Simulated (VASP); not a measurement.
Here is a VASP 6.6.1 calculation.

The input INCAR:

```
PREC = Accurate
ENCUT = 520
EDIFF = 1E-7
ISMEAR = -1
SIGMA = 0.05
LREAL = False
LASPH = True
NELM = 60
ALGO = Normal
ISIF = 2
LWAVE = False
LCHARG = False
GGA = PS
NBANDS = 14
```

The input KPOINTS:

```
regular mesh
0
Gamma
  9 9 9
```

The input POSCAR:

```
AlCu
1.0
    2.9975090000      0.0000000000      0.0000000000
    0.0000000000      2.9975090000      0.0000000000
    0.0000000000      0.0000000000      2.9975090000
Cu Al
1 1
Direct
    0.5000000000      0.5000000000      0.5000000000
    0.0000000000      0.0000000000      0.0000000000
```

Potentials or basis: VASP PAW PBE potentials, release 64 (Cu, Al).

Command:

```console
$ cat potpaw_PBE.64/Cu/POTCAR potpaw_PBE.64/Al/POTCAR > POTCAR
$ mpirun -np 1 vasp_std > vasp.out
```

Task: Predict the band gap on the k mesh.

Result: None (metal or under the smearing width).

Task: Predict the pressure.

Result: -4.3 GPa.

Caveat: the PAW data sets were made with another functional, which shifts forces and pressure a little.
